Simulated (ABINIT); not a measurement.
Runs of ABINIT 10.8.3 (patched build) on HgTe (Coloradoite). The structure is cubic, space group F-43m (No. 216). Conventional cell: a = 6.429 Å, b = 6.429 Å, c = 6.429 Å, α = 90.00°, β = 90.00°, γ = 90.00°. Hg (site symmetry -43m) is surrounded by 4 Te at 2.78 Å. Around Te (site symmetry -43m) lie 4 Hg at 2.78 Å. 

| task | level | potentials or basis | k mesh | cutoff (eV) | fine-grid cutoff | mesh quality | gap on the mesh (eV) | pressure (GPa) |
| --- | --- | --- | --- | --- | --- | --- | --- | --- |
| single point | PBE | JTH PAW PBE v2.0 | 9 × 9 × 9 | 544 | 1088.46 eV | not flagged | none | 4.7 |
| band structure | OLYP | JTH PAW PBE v2.0 | 7 × 7 × 7 | 544 | 1088.46 eV | not flagged | none | 6.1 |
| single point | PBEsol | JTH PAW PBE v2.0 | 3 × 3 × 3 | 544 | 1088.46 eV | coarse | none | 3.5 |
| single point | r2SCAN | JTH PAW PBE v2.0 | 6 × 6 × 6 | 653 | 1251.72 eV | not flagged | none | - |
| single point | PBE | JTH PAW PBE v2.0 | 6 × 6 × 6 | 544 | 1088.46 eV | not flagged | none | 4.8 |
| band structure | RPBE | JTH PAW PBE v2.0 | 7 × 7 × 7 | 544 | 1088.46 eV | not flagged | none | (a) |
| single point | r2SCAN | JTH PAW PBE v2.0 | 4 × 4 × 4 | 653 | 1251.72 eV | coarse | none | - |
| single point | LDA | JTH PAW LDA v2.0 | 9 × 9 × 9 | 544 | 1088.46 eV | not flagged | none | (b) |
| single point | r2SCAN | JTH PAW PBE v2.0 | 3 × 3 × 3 | 653 | 1251.72 eV | coarse | none | - |
| band structure | revPBE | JTH PAW PBE v2.0 | 7 × 7 × 7 | 544 | 1088.46 eV | not flagged | none | 6.0 |
| single point | LDA | JTH PAW LDA v2.0 | 4 × 4 × 4 | 544 | 1088.46 eV | coarse | none | 0.8 |

Alike in all rows: no spin polarisation; cell as given; smearing fermi-dirac 0.05 eV.

Q: Fill in the values left out.

A: (a) 6.5; (b) 0.3.

Caveats: some runs use coarse meshes; the PAW data sets were made with another functional, which shifts forces and pressure a little (some runs).

A k mesh can miss the band edges, and the runs leave out spin-orbit coupling on Hg, Te.

A gap of «none» marks a metal or a gap under the smearing width.

Not every run made on this cell is shown here.
